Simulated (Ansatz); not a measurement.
# Cu2O (Pn-3m): all-electron equation of state in Python

Where is the equilibrium volume of Cu2O (Pn-3m) with all electrons, and how stiff is it? Wanted for Cu2O (Pn-3m): an all-electron equation of state.

The COD entry's cell or inner coordinates are ideal or old and differ from later refinements, so a difference from it is no clean test against experiment.

Computed with Ansatz 0.2.0, driven from Python. Level of theory: DFT PBE, all-electron LAPW.

**1. The system**

The structure is cubic, space group Pn-3m (No. 224). The conventional cell has a = 4.260 Å, b = 4.260 Å, c = 4.260 Å, α = 90.00°, β = 90.00°, γ = 90.00°. Cu (site symmetry -3m) has 2 O at 1.84 Å as nearest neighbours. O (site symmetry -43m) is surrounded by 4 Cu at 1.84 Å.

The script holds or builds the structure itself.

**2. Script**

run_eos_lapw.py reads:

```python
"""E(V) of Cu2O on LAPW."""

from dataclasses import dataclass
import warnings

import ansatz as az
from ase.eos import EquationOfState
from ase.units import GPa
import numpy as np


@dataclass
class Settings:
    functional: str = "pbe"
    scf_tol: float = 1e-08
    mesh: tuple[int, ...] = (6, 6, 6)


opts = Settings()

vectors0 = np.array([
    [4.26, 0.0, 0.0],
    [0.0, 4.26, 0.0],
    [0.0, 0.0, 4.26],
])
sites = [
    ("Cu", (0.25, 0.25, 0.25)),
    ("Cu", (0.25, 0.75, 0.75)),
    ("Cu", (0.75, 0.75, 0.25)),
    ("Cu", (0.75, 0.25, 0.75)),
    ("O", (0.0, 0.0, 0.0)),
    ("O", (0.5, 0.5, 0.5)),
]


def crystal_on(cell):
    crystal = az.Crystal(lattice=az.Lattice.of(cell))
    for symbol, position in sites:
        crystal = crystal.atom(symbol, position)
    return crystal

warnings.simplefilter("ignore", az.DeckWarning)

volumes, energies = [], []
for scale in np.linspace(0.92, 1.08, 5):
    cell = vectors0 * scale ** (1 / 3)
    setup = (
        crystal_on(cell).calculation()
        .functional(opts.functional)
        .occupations(az.OccupationsMethod.FIXED)
        .scf(tolerance=opts.scf_tol)
        .kpoints(*opts.mesh)
        .pseudopotentials("all_electron", lapw=True, basis_error=0.0005)
    )
    report = setup.run(threads=1, pin="off").report
    volumes.append(abs(np.linalg.det(cell)) / len(sites))
    energies.append(report["free_energy_ev"] / len(sites))
    print(f"{scale:.3f} {volumes[-1]:9.4f} A^3/atom {energies[-1]:16.5f} eV/atom  (estimated basis error {1000 * report['lapw_basis_errors']['total_ev_per_atom']:.2f} meV/atom)")
v0, e0, bulk = EquationOfState(volumes, energies, eos="birchmurnaghan").fit()
print(f"V0 = {v0:.4f} A^3/atom, B0 = {bulk / GPa:.1f} GPa")
```

**3. The input behind the calls**

The package turns the script's settings into the engine's input (first run):

```yaml
crystal:
  lattice:
    - [4.143228399692326, 0.0, 0.0]
    - [0.0, 4.143228399692326, 0.0]
    - [0.0, 0.0, 4.143228399692326]
  atoms:
    - { symbol: Cu, position: [0.25, 0.25, 0.25] }
    - { symbol: Cu, position: [0.25, 0.75, 0.75] }
    - { symbol: Cu, position: [0.75, 0.75, 0.25] }
    - { symbol: Cu, position: [0.75, 0.25, 0.75] }
    - { symbol: O, position: [0.0, 0.0, 0.0] }
    - { symbol: O, position: [0.5, 0.5, 0.5] }
kpoints:
  mp_grid:
    grid: [6, 6, 6]
hamiltonian:
  xc: pbe
  pseudopotentials:
    kind: all_electron
    lapw:
      basis_error: 0.0005
scf:
  convergence:
    dr2_threshold: 1.0e-08
  occupations:
    method: fixed
```

**4. The run**

The run is started by

```console
$ python run_eos_lapw.py
```

The log of the run:

```text
0.920   11.8540 A^3/atom     -30705.16334 eV/atom  (estimated basis error 0.24 meV/atom)
0.960   12.3694 A^3/atom     -30705.20307 eV/atom  (estimated basis error 0.23 meV/atom)
1.000   12.8848 A^3/atom     -30705.22223 eV/atom  (estimated basis error 0.24 meV/atom)
1.040   13.4002 A^3/atom     -30705.22496 eV/atom  (estimated basis error 0.24 meV/atom)
1.080   13.9156 A^3/atom     -30705.21457 eV/atom  (estimated basis error 0.24 meV/atom)
V0 = 13.2358 A^3/atom, B0 = 112.0 GPa
```

Wall time 3 min (1 thread of Intel Xeon 6975P-C (Granite Rapids), shared host); peak memory 0.72 GiB.

**5. What changed from run to run**

The engine's inputs for some of the other runs:

Run 2, against run 1:

```diff
@@ -3,3 +3,3 @@
-    - [4.143228399692326, 0.0, 0.0]
-    - [0.0, 4.143228399692326, 0.0]
-    - [0.0, 0.0, 4.143228399692326]
+    - [4.202425374659121, 0.0, 0.0]
+    - [0.0, 4.202425374659121, 0.0]
+    - [0.0, 0.0, 4.202425374659121]
```

Run 4, against run 1:

```diff
@@ -3,3 +3,3 @@
-    - [4.143228399692326, 0.0, 0.0]
-    - [0.0, 4.143228399692326, 0.0]
-    - [0.0, 0.0, 4.143228399692326]
+    - [4.316059060273955, 0.0, 0.0]
+    - [0.0, 4.316059060273955, 0.0]
+    - [0.0, 0.0, 4.316059060273955]
```

Run 5, against run 1:

```diff
@@ -3,3 +3,3 @@
-    - [4.143228399692326, 0.0, 0.0]
-    - [0.0, 4.143228399692326, 0.0]
-    - [0.0, 0.0, 4.143228399692326]
+    - [4.370698519705637, 0.0, 0.0]
+    - [0.0, 4.370698519705637, 0.0]
+    - [0.0, 0.0, 4.370698519705637]
```

**6. The runs side by side**

One row for each of the 5 runs:

```csv
run,volume (Å³/atom),energy from run 4 (meV/atom),gap on the mesh (eV),SCF cycles,CPU time (s)
1,11.854,61.62,0.74,11,35
2,12.369,21.88,0.63,11,37
3,12.885,2.73,0.54,11,35
4,13.400,0.00,0.45,11,34
5,13.916,10.39,0.38,11,36
```

**7. Summary of results**

```
                      quantity           value
                 runs compared               5
               range of energy  61.62 meV/atom
lowest point, volume (Å³/atom)          13.400
      equilibrium volume (fit)   13.24 Å³/atom
            bulk modulus (fit)         112 GPa
```

What this shows: A third-order Birch-Murnaghan fit through the 5 points has its minimum at 13.24 Å³ an atom, 2.7 % above the typed cell, with a bulk modulus of 112 GPa and dB/dP = 4.7. From that minimum the energy rises by 62.3 meV an atom on the compressed side and 11.1 meV on the expanded side. Caveats:
- All-electron totals depend on functional, relativistic treatment and basis; only differences at equal settings carry meaning.
- No spin polarisation was allowed.
- Shape and fractional positions are held along the curve, so the bulk modulus is an upper value where they are free to relax.
- Of the deposited cell: the entry's cell lengths or inner coordinates differ somewhat from later room-temperature determinations.
- Without a Hubbard U or exact exchange, semilocal functionals often make such 3d compounds metallic or too weakly gapped.
